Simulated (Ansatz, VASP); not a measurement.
**GaSb: VASP beside Ansatz**

```
Ga Sb
1.0
     3.09695    3.09695    0.00000
    -3.09695    3.09695    0.00000
     0.00000    3.09695    3.03911
Ga Sb
1 1
Direct
  0.00000 0.00000 0.00000
  0.75000 0.25000 0.50000
```

Change from the starting cell: film at in-plane strain +0.01.

Alike in both runs: task single point; functional r2SCAN; k mesh 6 × 6 × 6; no spin polarisation.

|  | VASP | Ansatz |
| --- | --- | --- |
| version | VASP 6.6.1 | Ansatz 0.2.0 |
| potentials or method | VASP PAW PBE potentials, release 64 (Ga_d, Sb) | PAW with Ansatz's default frozen-core files, scalar-relativistic |
| plane-wave cutoff (eV) | 520 | 500 |
| occupations | gaussian, width 0.01 eV | fixed |
| valence electrons in the cell | 18 | 28 |

VASP gave:

* gap on the k mesh at the Fermi level (eV): 0.24
* pressure (GPa): -0.5
* largest component of the traceless stress (GPa): 0.61

Task: Estimate Ansatz's values.

Result: gap on the k mesh at the Fermi level (eV): 0.25; pressure (GPa): -0.6; largest component of the traceless stress (GPa): 0.61.

The two sets of potentials don't hold the same shells in valence.

Caveats: the PAW data sets were made with another functional, which shifts forces and pressure a little (VASP); spin-orbit coupling is left out, which moves the levels of the heavy elements.
